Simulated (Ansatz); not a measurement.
Crystal: InPd.

```xyz
2
Lattice="3.2719 0.0000 0.0000 0.0000 3.2719 0.0000 0.0000 0.0000 3.2719" Properties=species:S:1:pos:R:3 pbc="T T T"
In    0.0000    0.0000    0.0000
Pd    1.6359    1.6359    1.6359
```

The cell comes from a database or a generator and needn't be the stable form of this composition.

Base run:

```yaml
Program: Ansatz 0.2.0
Functional: LDA
Potentials_or_basis: Ansatz PAW
Cutoff: 420 eV
Density_cutoff: 1680 eV
k_mesh: 8 × 8 × 8
Occupations: fermi-dirac, width 0.05 eV
Spin: no spin polarisation
```

Its results: band gap on the k mesh none (metal or under the smearing width); pressure -7.1 GPa.

Task: After a change of settings the same cell gave: band gap on the k mesh none (metal or under the smearing width); pressure 7.1 GPa. Which change was it?
A. functional from LDA to r2SCAN; cutoff from 420 eV to 500 eV; density cutoff from 1680 eV to 2000 eV
B. functional from LDA to PBE; occupations from fermi-dirac, width 0.05 eV to gaussian, width 0.027 eV
C. functional from LDA to PBE; spin from no spin polarisation to spin-orbit coupling, no magnetisation; potential files from those of the base run to others of the same set
D. functional from LDA to RPBE

Result: D.

RPBE binds less tightly than LDA, so the same cell stands under more pressure.

Caveats: the PAW data sets come from PBE, with cores solved anew for the run's functional, which leaves a small shift of forces and pressure; the potentials were made for another functional, which shifts forces and pressure (some runs).

Not every run made on this cell is shown here.
